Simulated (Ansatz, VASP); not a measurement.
# MoS2: VASP beside Ansatz, part 2 of 2

Aim: how closely do two programs agree when they are given the same cell, functional and k mesh? Of the first pair: The structure shown is the start of the Ansatz relaxation below; VASP solves that cell, so the two are compared at the walk's first step.

VASP 6.6.1 and Ansatz 0.2.0.

So far: The structure; Ansatz: relaxation, PBE; VASP: single point, PBE, start cell, pair 1.

### 3. VASP: single point, PBE, start cell, pair 1 (continued)

Level of this step: PBE, no spin polarisation; plane waves and PAW (Mo_sv, S) (VASP).

Numbers of over 12 decimals in the logs are rounded to 6 here.

OUTCAR, selected parts (step 3):

```text
ion  position               nearest neighbor table
   1  0.000  0.000  0.318-   2 2.41   3 2.41   2 2.41   3 2.41   2 2.41   3 2.41
   2  0.667  0.333  0.266-   1 2.41   1 2.41   1 2.41
   3  0.667  0.333  0.370-   1 2.41   1 2.41   1 2.41

  LATTYP: Found a hexagonal cell.
 ALAT       =     3.1690000000
 C/A-ratio  =     9.4858289681

 Subroutine GETGRP returns: Found 12 space group operations
 (whereof  6 operations were pure point group operations)

The static configuration has the point symmetry C_3v.
 The point group associated with its full space group is D_3h.

 Found     10 irreducible k-points:

   k-points           NKPTS =     10   k-points in BZ     NKDIM =     10   number of bands    NBANDS=     19

   dimension x,y,z NGX =    24 NGY =   24 NGZ =  196
   dimension x,y,z NGXF=    48 NGYF=   48 NGZF=  392

   ENCUT  =  400.0 eV  29.40 Ry    5.42 a.u.   5.17  5.17 49.02*2*pi/ulx,y,z

   NELECT =      26.0000    total number of electrons

 k-points in reciprocal lattice and weights: Automatic mesh
   0.00000000  0.00000000  0.00000000       0.016
   0.12500000 -0.00000000  0.00000000       0.094
   0.25000000 -0.00000000  0.00000000       0.094
   0.37500000  0.00000000  0.00000000       0.094
   0.50000000 -0.00000000  0.00000000       0.047
   0.12500000  0.12500000  0.00000000       0.094
   0.25000000  0.12500000  0.00000000       0.188
   0.37500000  0.12500000  0.00000000       0.188
   0.25000000  0.25000000  0.00000000       0.094
   0.37500000  0.25000000  0.00000000       0.094

 dipolmoment           0.000000      0.000000      0.000004 electrons x Angstroem

 average (electrostatic) potential at core
       1 -84.8854       2 -94.5793       3 -94.5792

 E-fermi :  -2.3961

 k-point     1 :       0.0000    0.0000    0.0000
  band No.  band energies     occupation
    ...
      9      -5.8819      2.00000
     10      -5.1111      2.00000
     11      -4.7694      2.00000
     12      -4.7694      2.00000
     13      -3.3420      2.00000
     14      -0.4977      0.00000
     15      -0.4977      0.00000
     16      -0.2574      0.00000
     17      -0.2574      0.00000
     18       2.1032      0.00000
    ...

 k-point     2 :       0.1250   -0.0000    0.0000
  band No.  band energies     occupation
    ...
      9      -5.8981      2.00000
     10      -5.6425      2.00000
     11      -5.1141      2.00000
     12      -4.3734      2.00000
     13      -3.4711      2.00000
     14      -0.7869      0.00000
     15      -0.7010      0.00000
     16      -0.5003      0.00000
     17      -0.1243      0.00000
     18       2.4717      0.00000
    ...

 k-point     3 :       0.2500   -0.0000    0.0000
  band No.  band energies     occupation
    ...
      9      -6.8878      2.00000
     10      -5.7616      2.00000
     11      -5.0462      2.00000
     12      -4.6441      2.00000
     13      -4.0370      2.00000
     14      -1.1255      0.00000
     15      -0.9118      0.00000
     16      -0.3551      0.00000
     17       0.5214      0.00000
     18       3.2930      0.00000
    ...

  Total        0.3753128      0.3753129      0.0122419      0.0000000      0.0000000      0.0000000
  in kB        2.3000179      2.3000188      0.0750219      0.0000000      0.0000000      0.0000000
  external PRESSURE =       1.5583529 kB  Pullay stress =       0.0000000 kB

  energy-cutoff  :      400.00
  volume of cell :      261.44
      direct lattice vectors                 reciprocal lattice vectors
     3.169000000  0.000000000  0.000000000     0.315556958  0.182186862  0.000000000
    -1.584500000  2.744435000  0.000000000     0.000000000  0.364373724  0.000000000
     0.000000000  0.000000000 30.060592000     0.000000000  0.000000000  0.033266145

 POSITION                                       TOTAL-FORCE (eV/Angst)
 -----------------------------------------------------------------------------------
      0.00000      0.00000      9.56515         0.000000     -0.000000      0.000000
      1.58450      0.91481      8.00000         0.000000      0.000000     -0.043427
      1.58450      0.91481     11.13030        -0.000000      0.000000      0.043427
 -----------------------------------------------------------------------------------
    total drift:                                0.000000     -0.000331      0.000029

  FREE ENERGIE OF THE ION-ELECTRON SYSTEM (eV)
  ---------------------------------------------------
  free  energy   TOTEN  =       -21.8469678216 eV

  energy  without entropy=      -21.8469678206  energy(sigma->0) =      -21.84696782

 vacuum level on the upper side and lower side of the slab         2.610         2.609

 total charge
# of ion       s       p       d       tot
------------------------------------------
    1        2.290   6.221   3.941  12.452
    2        1.363   2.339   0.000   3.702
    3        1.363   2.339   0.000   3.702
--------------------------------------------------
tot          5.017  10.899   3.941  19.857

[... 3 further parts left out ...]
```

This run has no spin polarisation, so a moment on Mo, if there is one, isn't seen.

### 4. Side by side

Known differences besides the potentials themselves: Ansatz cuts the interaction across the vacuum, VASP repeats the sheet with a dipole correction; the cutoff is 420 eV in Ansatz and 400 eV in VASP. Total energies have different zeros and are not compared.

Forces (eV/Å; atoms numbered as in POSCAR):

```csv
atom,"Ansatz x, y, z","VASP x, y, z"
Mo1,"0.000, 0.000, 0.000","0.000, 0.000, 0.000"
S2,"0.000, 0.000, -0.052","0.000, 0.000, -0.043"
S3,"0.000, 0.000, 0.052","0.000, 0.000, 0.043"
```

The forces differ by 4.1 meV/Å r.m.s., which is 19.9 % of the r.m.s. force of 0.020 eV/Å (both taken over all components). With vacuum in the cell, a pressure given here is an average over mostly empty space and none of the material.

### 5. Ansatz: relaxation, PBE

This run makes the geometry at which the two programs are then compared.

The structure compared here is the end of the Ansatz relaxation.

Contents of input.yaml:

```yaml
crystal:
  lattice:
    - [3.169, 0.0, 0.0]
    - [-1.5845, 2.7444345, 0.0]
    - [0.0, 0.0, 19.130296]
  atoms:
    - { symbol: Mo, position: [0.0, 0.0, 0.5] }
    - { symbol: S, position: [0.66666667, 0.33333333, 0.41818485] }
    - { symbol: S, position: [0.66666667, 0.33333333, 0.58181515] }
  periodic: [true, true, false]
kpoints:
  mp_grid: { grid: [8, 8, 1] }
scf:
  occupations: { method: fermi_dirac, width: 0.05 }
hamiltonian:
  xc: pbe
  pseudopotentials: { kind: paw }
output:
  forces: true
  stress: true
relax:
  f_tol: 0.02
  max_steps: 50
  cell: {}
```

Run with:

```console
> ansatz run input.yaml --threads 4 --pin off --max-ram 8192MiB --backend cpu --events-out ev --progress --plain --runs-dir out
```

Log:

```text
[...]
Crystal: 3 atoms, lattice volume = 261.440 Å³
Basis set: ecut = 420 eV, 5093 PW (Γ), exchange–correlation on 48×48×432 points (8 copies of the dense FFT grid, shifted against one another)
Bands: 17, of which v1, the nominal top of the filled ones, is band 13 counted from 1 (12 counted from 0)
Symmetry: 12 space group operations
[...]
P = ½ c Tr σ = -0.0013 N/m
--- Relaxed structure (4 steps of the walk, 4 accepted, 1 SCFs on fresh bases) ---
[...]
cell:  # Å, volume = 264.0346 Å³
    - [3.184684, 0, 0.0]
    - [-1.592342, 2.758017, 0.0]
    - [0.0, 0.0, 30.060592]
  atoms:
    - { symbol: Mo, position: [-2.467162295326583e-17, -4.934324549294136e-17, 0.318196] }
    - { symbol: S, position: [0.666667, 0.333333, 0.266210] }
    - { symbol: S, position: [0.666667, 0.333333, 0.370181] }
[key lines of the parts left out:]
SCF converged after 6 iterations
Free energy (F): -6762.815804 eV
Fermi energy:    -5.056693 eV
```

### 6. VASP: single point, PBE, relaxed cell, pair 2

The same cell, functional, mesh and smearing now go to VASP, with its own data sets.

Contents of INCAR:

```
SYSTEM = MoS2
PREC = Accurate
ENCUT = 400
EDIFF = 1E-06
NELM = 120
ISMEAR = -1
SIGMA = 0.05
LREAL = .FALSE.
ALGO = Normal
GGA = PE
NBANDS = 19
LASPH = .TRUE.
LORBIT = 11
LWAVE = .FALSE.
LCHARG = .FALSE.
ISIF = 2
LDIPOL = .TRUE.
IDIPOL = 3
DIPOL = 0.5 0.5 0.318
LVHAR = .TRUE.
GGA_COMPAT = .FALSE.
EFERMI = MIDGAP
NELMDL = -8
```

Contents of POSCAR:

```
MoS2
1.0
    3.1846837875      0.0000000000      0.0000000000
   -1.5923418937      2.7580170630      0.0000000000
    0.0000000000      0.0000000000     30.0605921471
Mo S
1 2
Direct
    0.0000000000      0.0000000000      0.3181955949
    0.6666666667      0.3333333333      0.2662102661
    0.6666666667      0.3333333333      0.3701809236
```

Contents of KPOINTS:

```
Automatic mesh
0
Gamma
8 8 1
0 0 0
```

The projector-augmented-wave data sets are Mo_sv and S (PBE family, release 64).

Run with:

```console
> mpirun -np 1 vasp_std
```

Log:

```text
[... set-up lines as in an earlier step ...]
 entering main loop
       N       E                     dE             d eps       ncg     rms          rms(c)
DAV:   1     0.130564242135E+03    0.13056E+03   -0.11721E+04   540   0.832E+02
DAV:   2    -0.112277390691E+02   -0.14179E+03   -0.13842E+03   537   0.194E+02
DAV:   3    -0.232447550244E+02   -0.12017E+02   -0.11978E+02   557   0.531E+01
DAV:   4    -0.233735969427E+02   -0.12884E+00   -0.12852E+00   494   0.623E+00
[...]
DAV:  23    -0.218492078009E+02   -0.63329E-05   -0.18903E-07   330   0.139E-03    0.445E-04
DAV:  24    -0.218492122463E+02   -0.44453E-05   -0.13678E-07   344   0.978E-04    0.509E-04
DAV:  25    -0.218492132404E+02   -0.99409E-06   -0.15292E-08   271   0.654E-04
   1 F= -.21849213E+02 E0= -.21849213E+02  d E =-.201783E-08
```

From OUTCAR (step 6):

```text
  Total       -0.1271436     -0.1271436     -0.1491788     -0.0000000      0.0000000      0.0000000
  in kB       -0.7715149     -0.7715149     -0.9052255     -0.0000000      0.0000000      0.0000000
  external PRESSURE =      -0.8160851 kB  Pullay stress =       0.0000000 kB

 POSITION                                       TOTAL-FORCE (eV/Angst)
 -----------------------------------------------------------------------------------
      0.00000      0.00000      9.56515        -0.000000     -0.000000      0.000000
      1.59234      0.91934      8.00244         0.000000      0.000000      0.008245
      1.59234      0.91934     11.12786         0.000000      0.000000     -0.008245
 -----------------------------------------------------------------------------------
    total drift:                               -0.000000      0.000000      0.000128

  FREE ENERGIE OF THE ION-ELECTRON SYSTEM (eV)
  ---------------------------------------------------
  free  energy   TOTEN  =       -21.8492132404 eV

  energy  without entropy=      -21.8492132383  energy(sigma->0) =      -21.84921324

[... 1 part as in an earlier step ...]

[... 2 further parts left out ...]
[key lines of the parts left out:]
E-fermi :  -2.4421
```

### 7. Side by side

Both answers:

```csv
quantity,Ansatz,VASP,difference
gap on the k mesh (eV),1.835,1.847,-0.012
```

At this near-relaxed geometry the largest component of a force difference is 8 meV/Å. A gap on the mesh is an upper bound, since the band edges may lie between its points. With vacuum in the cell, a pressure given here is an average over mostly empty space and none of the material.

### 8. Results

| Item | Value |
| --- | --- |
| r.m.s. force difference (single point, PBE, start cell, pair 1) | 4.1 meV/Å |
| difference in gap on the k mesh (single point, PBE, relaxed cell, pair 2) | -0.012 eV |

**Reading.** The r.m.s. force difference is 4.1 meV/Å (single point, PBE, start cell, pair 1), within the 12 meV/Å picked in this series as the mark of a large difference. How closely two codes agree says nothing of how well the functional describes the real material.

[Lines on the potential files, build, host, timing and source positions are cut from VASP's logs without a mark.]

[Logs are printed without paths, hosts, clocks, repeated set-up lines and the standing remarks that a program may print on its own settings, such as how far it seeks lower states.]

[Hosts, paths, dates, database ids (printed as entryN), source tags and the programs' standing remarks are cut or masked in the printed files.]
